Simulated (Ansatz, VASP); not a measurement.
Pd in VASP and in Ansatz

```
CELL_PARAMETERS angstrom
0.00000 2.04215 1.89628
2.04215 0.00000 1.89628
2.04215 2.04215 0.00000
ATOMIC_POSITIONS crystal
Pd 0.00000 0.00000 0.00000
```

Change from the starting cell: strain +0.050 along x and y, -0.025 along z, atoms carried along.

Alike in both runs: task single point; functional PBEsol; k mesh 20 × 20 × 20; occupations gaussian, width 0.15 eV; no spin polarisation.

```csv
,VASP,Ansatz
version,VASP 6.6.1,Ansatz 0.2.0
potentials or method,"VASP PAW PBE potentials, release 64 (Pd)","scalar-relativistic, plane waves, PAW"
plane-wave cutoff (eV),520,420
valence electrons in the cell,10,18
```

Ansatz gave:

```
gap on the k mesh at the Fermi level (eV)       : none
pressure (GPa)                                  : -13.3
largest component of the traceless stress (GPa) : 1.47
```

Q: What did VASP give for the same quantities?

A: gap on the k mesh at the Fermi level (eV): none; pressure (GPa): -13.5; largest component of the traceless stress (GPa): 1.46.

A gap of «none» marks a metal or a gap that the smearing closes. The functional is the same, so the differences come from potentials, cutoffs and numerics. The two sets of potentials don't hold the same shells in valence.

Caveats: the PAW data sets were made with another functional, which shifts forces and pressure a little (VASP).
